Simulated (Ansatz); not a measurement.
The system is ZrN.

```xyz
2
Lattice="0.0000 2.3000 2.3000 2.3000 0.0000 2.3000 2.3000 2.3000 0.0000" Properties=species:S:1:pos:R:3 pbc="T T T"
Zr    2.3000    2.3000    2.3000
N     0.0000    0.0000    0.0000
```

- Program: Ansatz 0.2.0
- Task: relaxation of cell and atoms
- Functional: RPBE
- Dispersion: D4
- Potentials or basis: Ansatz PAW
- Cutoff: 420 eV (not typed: the program's choice for these potentials)
- k mesh: 10 × 10 × 10
- Occupations: fermi-dirac, width 0.05 eV
- Spin: no spin polarisation

At the start: volume 12.17 Å³/atom.

Question: Where does the relaxation end?

Answer: It ends after 7 steps and the volume is 11.85 Å³/atom (-2.6 %); space group Fm-3m (No. 225, to 0.05 Å).

The path:
```tsv
step	energy change (eV)	largest force (eV/Å)	volume (Å³)
1	0.0000	0.0000	24.33
2	-0.0102	0.0000	23.34
3	-0.0138	0.0000	23.72
4	-0.0139	0.0000	23.70
5	-0.0127	0.0000	23.70
6	-0.0128	0.0000	23.70
7	-0.0128	0.0000	23.70
```

Final structure:
```
CELL_PARAMETERS angstrom
0.00000 2.27973 2.27973
2.27973 0.00000 2.27973
2.27973 2.27973 0.00000
ATOMIC_POSITIONS crystal
Zr 0.50000 0.50000 0.50000
N 0.00000 0.00000 0.00000
```

Caveat: the plane-wave basis is chosen anew once the cell has moved, so the energies of steps on either side of that aren't comparable; the pressure holds a Pulay correction of +0.3 GPa for the finite cutoff; the PAW data sets come from PBE, with cores solved anew for the run's functional, which leaves a small shift of forces and pressure.
